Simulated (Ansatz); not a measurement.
The cell was built from the diamond type and relaxed in the same program, and has space group Fd-3m; it needn't be a known or the stable phase.

Input and log of a run on Cd: DFT, PBE, all-electron LAPW, scalar-relativistic (Ansatz 0.2.0).

Command: `ansatz run input.yaml --threads 1 --pin off --max-ram 2048MiB --backend cpu --events-out ev --progress --plain --runs-dir out` The run took 52 s on 1 thread of Arm Neoverse V1, with other jobs on the host.

```yaml
crystal:
  lattice:
    - [0.0, 3.3399999803, 3.3399999803]
    - [3.3399999803, 0.0, 3.3399999803]
    - [3.3399999803, 3.3399999803, 0.0]
  atoms:
    - { symbol: Cd, position: [0.0, 0.0, 0.0] }
    - { symbol: Cd, position: [0.25, 0.25, 0.25] }
kpoints:
  mp_grid: { grid: [9, 9, 9] }
  band_path:
    path:
      - [0.0, 0.0, 0.0]
      - [0.5, 0.0, 0.5]
      - [0.625, 0.25, 0.625]
      - [0.375, 0.375, 0.75]
      - [0.0, 0.0, 0.0]
      - [0.5, 0.5, 0.5]
      - [0.5, 0.25, 0.75]
      - [0.5, 0.0, 0.5]
    npoints: 14
scf:
  occupations: { method: fermi_dirac, width: 0.08 }
hamiltonian:
  xc: pbe
  pseudopotentials: { kind: all_electron, lapw: { basis_error: 0.00025 } }
output:
  forces: true
  stress: true
  eigenvalues: true
  fatbands: true
  populations: true
  dos: { projected: true, de: 0.2, e_range: [-14, 8] }
```

What the program printed:

```
Cd: projections on atomic orbitals take those of the free atom 1s2 2s2 2p6 3s2 3p6 3d10 4s2 4p6 4d10 5s2, of charge +0.00 (hamiltonian.pseudopotentials.projection_atoms)
LAPW: plane waves up to 8.519 Å⁻¹, error target 2.5e-4 eV per atom; small_component_spin mean_spin; Cd in spheres of 1.446 Å, 20 of its electrons in bands, Dirac shells []
Engine: ansatz 0.2.0
Pseudopotentials: kind: all_electron
Pseudopotential: Cd, LAPW, valence charge 20, Koelling and Harmon's equation, gaussian nucleus
Functional definition: PBE
  parameter kappa = 0.804
  parameter beta = 0.06672455060314922
  exchange = pbe_x(kappa = kappa, mu = beta*pi^2/3)
  correlation = pbe_c(beta = beta)
Crystal: 2 atoms, lattice volume = 74.519 Å³
Basis set: ecut = 276.5048337100489 eV, 749 PW (Γ), exchange–correlation at level 2
Bands: 24, of which v1, the nominal top of the filled ones, is band 20 counted from 1 (19 counted from 0)
Symmetry: 48 space group operations
Space group: Fd-3m (ITA 227), of the structure as read, at distance tolerance 4.2e-5 Å
k-points: 35 of 729
Non-local potential: Cd, projectors of the file, none
Initial density: superposition of atomic densities (chi_scale 0.1, normalization cell)
Initial wavefunctions: plane waves of lowest kinetic energy (no species holds an atomic orbital)
Functional: x = pbe(κ = 0.804, μ = 0.2195149727645171), c = pbe(β = 0.06672455060314922)
iter 1 solved again at ethr=1.26e-4 eV; its pass at ethr=1.00e-1 eV (dr2=5.05e-2 eV) is discarded
SCF iter   1: F=—  HF=-304470.286411 eV  |F-HF|=—  |Δ(HF+E_count)|=         —  Δρ=7.43e-3  dr2=5.07e-2  ethr=1.26e-4  ⟨swp⟩=3.0  Hψ=5628  notcnv=0
preconditioner: auto → LDOS  [metal: Δε(μ)=0.041 eV  Ē_g=10.940 eV  σ=0.080 eV  W_gap=0.13  n_scr=14 (ndim 8)  ℏωp=21.1 eV  f_vac=0.275  D(μ)=1.26/eV (n_scr^D=8)  β→1.0]
iter 2 solved again at ethr=5.08e-6 eV; its pass at ethr=1.26e-4 eV (dr2=2.03e-3 eV) is discarded
SCF iter   2: F=—  HF=-304470.318631 eV  |F-HF|=—  |Δ(HF+E_count)|=   3.22e-2  Δρ=1.54e-3  dr2=2.03e-3  ethr=5.08e-6  ⟨swp⟩=2.0  Hψ=4693  notcnv=0
SCF iter   3: F=—  HF=-304470.234595 eV  |F-HF|=—  |Δ(HF+E_count)|=   8.40e-2  Δρ=1.44e-3  dr2=2.42e-3  ethr=5.08e-6  ⟨swp⟩=3.0  Hψ=2940  notcnv=0
SCF iter   4: F=—  HF=-304470.234114 eV  |F-HF|=—  |Δ(HF+E_count)|=   4.81e-4  Δρ=4.45e-4  dr2=3.56e-4  ethr=5.08e-6  ⟨swp⟩=3.0  Hψ=2495  notcnv=0
SCF iter   5: F=—  HF=-304470.234249 eV  |F-HF|=—  |Δ(HF+E_count)|=   1.35e-4  Δρ=1.26e-4  dr2=3.67e-5  ethr=8.90e-7  ⟨swp⟩=3.0  Hψ=2495  notcnv=0
SCF iter   6: F=—  HF=-304470.234266 eV  |F-HF|=—  |Δ(HF+E_count)|=   1.67e-5  Δρ=2.95e-5  dr2=8.66e-7  ethr=9.17e-8  ⟨swp⟩=3.0  Hψ=2495  notcnv=0
SCF iter   7: F=-304470.234267 eV  HF=-304470.234267 eV  |F-HF|=3.89e-8  |Δ(HF+E_count)|=   1.41e-6  Δρ=4.41e-6  dr2=1.36e-8  ethr=2.17e-9  ⟨swp⟩=3.0  Hψ=2503  notcnv=0
SCF 1 converged in 7 iterations: F = -304470.234267 eV  dr2 = 1.36e-8
NSCF: frozen V_eff on 99 k-points
SCF converged after 7 iterations
Free energy (F): -304470.234267 eV
Harris-Foulkes:  -304470.234267 eV  (|F-HF|=3.89e-8)
Internal energy: -304470.206835 eV  (E = F + TS)
E sigma→0 (E₀):  -304470.220551 eV
Entropy (-TS):   -0.027433 eV (-13.716 meV/atom)
Fermi energy:    7.558771 eV
--- Per-component energies (eV) ---
  E_band       = -1062.153042
  E_kinetic    = 318952.735405
  E_xc         = -8417.021358
  E_electrostatic = -615005.920882  (all electrons and nuclei)
  E_smearing   = -0.027433  (= −TS)
  E_closure    = 0.000000  (closes the sum)
  E_atoms      = -304469.393213  (free atoms, spherical and without spin; not in F)
  Σ components = -304470.234267   (vs F -304470.234267, Δ=0.00e0)
  Basis errors (estimates in eV, not in F): energy 9.4e-5 per atom: plane waves 9.2e-5 (5.5e-5 summed), levels above the bands 5.3e-32, relativity 7.0e-9, radial functions 2.3e-6, core shells 1.5e-7; eigenvalues (radial functions only) 2.0e-7; not estimated: angular momenta, meshes, grids; target (lapw.basis_error) 2.5e-4; muffin-tin radii Cd 1.446 Å
--- Forces (eV/Å), atoms counted from 1 ---
  atom   1  Cd     0.00000000    -0.00000000    -0.00000000
  atom   2  Cd     0.00000000    -0.00000000    -0.00000000
  max |Σ_I F_I| component: 2.31e-18 eV/Å
--- Stress (GPa, compression-positive) ---
        0.000400       0.000000       0.000000
        0.000000       0.000400       0.000000
        0.000000       0.000000       0.000400
  P = ⅓ Tr σ = 0.0004 GPa (0.004 kbar)
--- Band table (eV; the first three rows and the last of 35) ---
  k-point 0: bands = ["-95.2976", "-95.2911", "-56.3585", "-56.3585", "-56.3585", "-56.3296", "-56.3296", "-56.3296", "-1.5635", "-1.5635", "-1.5635", "-1.5113", "-1.5113", "-0.8761", "-0.8761", "-0.8761", "-0.7312", "-0.7312", "1.2557", "11.8157", "11.8157", "11.8157", "12.3301", "13.0195"]
  k-point 1: bands = ["-95.2975", "-95.2913", "-56.3588", "-56.3588", "-56.3582", "-56.3299", "-56.3293", "-56.3293", "-1.5929", "-1.5929", "-1.5606", "-1.4712", "-1.4712", "-0.8909", "-0.8894", "-0.8894", "-0.7218", "-0.7218", "1.3902", "10.1547", "11.4444", "11.4444", "12.4186", "13.4363"]
  k-point 2: bands = ["-95.2971", "-95.2917", "-56.3594", "-56.3594", "-56.3573", "-56.3308", "-56.3287", "-56.3287", "-1.6191", "-1.6191", "-1.5535", "-1.4216", "-1.4216", "-0.9281", "-0.9104", "-0.9104", "-0.7068", "-0.7068", "1.7887", "8.2623", "10.9056", "10.9056", "12.0716", "13.9134"]
  k-point 34: bands = ["-95.2948", "-95.2939", "-56.3628", "-56.3623", "-56.3465", "-56.3417", "-56.3259", "-56.3254", "-1.7024", "-1.6923", "-1.4000", "-1.3003", "-1.2206", "-1.1056", "-1.1055", "-1.0088", "-0.6146", "-0.6036", "4.3471", "5.2767", "7.4830", "8.0658", "13.8587", "13.8924"]
--- Löwdin populations: 2 sites ---
  site symbol       q [e]
     0     Cd     47.6818
     1     Cd     47.6818
  spilling = 0.006629 (of n_electrons = 96.000000)
```
